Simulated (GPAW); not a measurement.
Crystal: Si.

```xyz
4
Lattice="3.8313 0.0000 0.0000 -1.9157 3.3180 0.0000 0.0000 0.0000 6.3326" Properties=species:S:1:pos:R:3 pbc="T T T"
Si    1.9157    1.1060    5.9336
Si    0.0000    2.2120    2.7673
Si    1.9157    1.1060    3.5653
Si    0.0000    2.2120    0.3990
```

This isn't the form of Si at room conditions, which is diamond.

Base run:

| Property | Result |
| --- | --- |
| Program | GPAW 26.7.0 |
| Functional | r2SCAN |
| Potentials or basis | GPAW PAW data sets (gpaw-data 1.2.1) |
| Cutoff | 600 eV |
| Basis | pw |
| k mesh | 7 × 7 × 4 |
| Occupations | fermi-dirac, width 0.05 eV |
| Spin | no spin polarisation |

Its results: band gap on the k mesh 0.67 eV, indirect (least direct gap 1.36 eV); pressure 0.5 GPa; largest force 0.005 eV/Å.

Problem. The run is repeated on the same cell with these changes: functional from r2SCAN to PBE; cutoff from 600 eV to 450 eV. What comes out?

Solution. Band gap on the k mesh 0.48 eV, indirect (least direct gap 1.03 eV); pressure 1.7 GPa; largest force 0.008 eV/Å.

r2SCAN gives the wider gap, since meta-GGAs in the generalised Kohn-Sham scheme recover part of the derivative discontinuity.

Caveats: the PAW data sets were made with another functional, which shifts forces and pressure a little (some runs); the cutoff is short for stress and forces, so pressures can be off by a GPa or more (some runs); an odd mesh through Γ misses points on the zone boundary, where band edges often lie (some runs).
